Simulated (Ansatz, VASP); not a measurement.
**Two plane-wave programs on BaZrO3**

```xyz
5
Lattice="4.2272 0.0000 0.0000 0.0000 4.2272 0.0000 0.0000 0.0000 4.2272" Properties=species:S:1:pos:R:3 pbc="T T T"
Ba    2.1136    2.1136    2.1136
Zr    0.0000    0.0000    0.0000
O     2.1136    0.0000    0.0000
O     0.0000    2.1136    0.0000
O     0.0000    0.0000    2.1136
```

Alike in both runs: functional PBE; k mesh 6 × 6 × 6; occupations gaussian, width 0.02 eV; no spin polarisation.

Ansatz relaxed the structure, and its values are those at the end. VASP's run is a single point on that final structure, the one shown.

```csv
,VASP,Ansatz
version,VASP 6.6.1,Ansatz 0.2.0
potentials or method,"VASP PAW PBE potentials, release 64 (Ba_sv, Zr_sv, O)","scalar-relativistic, plane waves, PAW"
plane-wave cutoff (eV),520,420
valence electrons in the cell,40,40
```

```csv
,VASP,Ansatz,Ansatz less VASP
gap on the k mesh at the Fermi level (eV),3.13,3.18,+0.047
least direct gap on the mesh (eV),3.38,3.40,+0.021
pressure (GPa),0.9,0.0,-0.94
```

Caveats: spin-orbit coupling is left out, which moves the levels of the heavy elements. A k mesh can miss the band edges.
